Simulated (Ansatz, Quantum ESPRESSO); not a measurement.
HgTe: programs and potentials compared

```
Hg Te
1.0
     0.00000    3.21450    3.21450
     3.21450    0.00000    3.21450
     3.21450    3.21450    0.00000
Hg Te
1 1
Direct
  0.00000 0.00000 0.00000
  0.75000 0.75000 0.75000
```

Alike in all runs: task band structure; functional BLYP; k mesh 7 × 7 × 7; occupations fermi-dirac, width 0.05 eV; no spin polarisation; no spin-orbit coupling. Pressure is positive in compression and, in plane waves, holds the error of the finite cutoff, which Ansatz's Pulay term estimates and takes out.

| program and potentials | plane-wave cutoff (eV) | notes | pressure (GPa) |
| --- | --- | --- | --- |
| Ansatz, Ansatz PAW | 420 | potentials made for PBE, which Ansatz adapts in part; Pulay term of +0.04 GPa included | 7.83 |
| Quantum ESPRESSO, PseudoDojo 0.4.1 SR PBE standard | 1088 | potentials made for PBE | 7.86 |
| Ansatz, all-electron LAPW, scalar-relativistic | - | - | 7.84 |

The pressure spans 7.83 (Ansatz, Ansatz PAW) to 7.86 GPa (Quantum ESPRESSO, PseudoDojo 0.4.1 SR PBE standard), with all-electron results at 7.84. Some sets were made for another functional than the one run, which can shift their rows.

The functional is the same throughout but for its coding, so the spread measures potentials, basis and numerics; runs on potential files found faulty are left out.
